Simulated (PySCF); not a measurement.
Mapped SMILES: `[CH2:1]1[C@H:2]2[CH2:3][C@@H:4]12`. Each H is labelled by its parent atom. Ha(C3) is cis to C1 on the ring; Ha(C1) is cis to C3 on the ring; Hb(C3) is trans to C1 on the ring; Hb(C1) is trans to C3 on the ring.

PySCF 2.14.0 with density-fitted response routines calculation with shielding tensors at PBE0/pcSseg-2 (GIAO) and geometry: PBE0-D3(BJ)/def2-TZVP; one conformer, equivalent nuclei averaged, isolated molecule, non-relativistic.

References, each an isolated molecule treated in the same way: TMS for 13C (σ = 186.03 ppm) and 1H (σ = 31.52 ppm).

| atoms | nucleus | count | δ (ppm) |
| --- | --- | --- | --- |
| C1/C3 | 13C | 2 | ? |
| C2/C4 | 13C | 2 | ? |
| Ha(C1)/Ha(C3) | 1H | 2 | 0.37 |
| Hb(C1)/Hb(C3) | 1H | 2 | 1.34 |
| H(C2)/H(C4) | 1H | 2 | 1.39 |

Q: Complete the table.

A: 
- C1/C3: 31.6 ppm, three-membered-ring carbon; a saturated carbon with 2 carbon neighbours and no heteroatom attached
- C2/C4: -2.0 ppm, three-membered-ring carbon; carbons of three-membered rings are unusually shielded

Shifts are as computed. Against solution values, carbons near 30 ppm lie about +3 ppm off and those near 130 ppm about +9 ppm. Of 1211 compounds with measured shifts, 218 miss one by over three times the rms of a fit or turn the order of signals round; such compounds aren't used in these exercises.
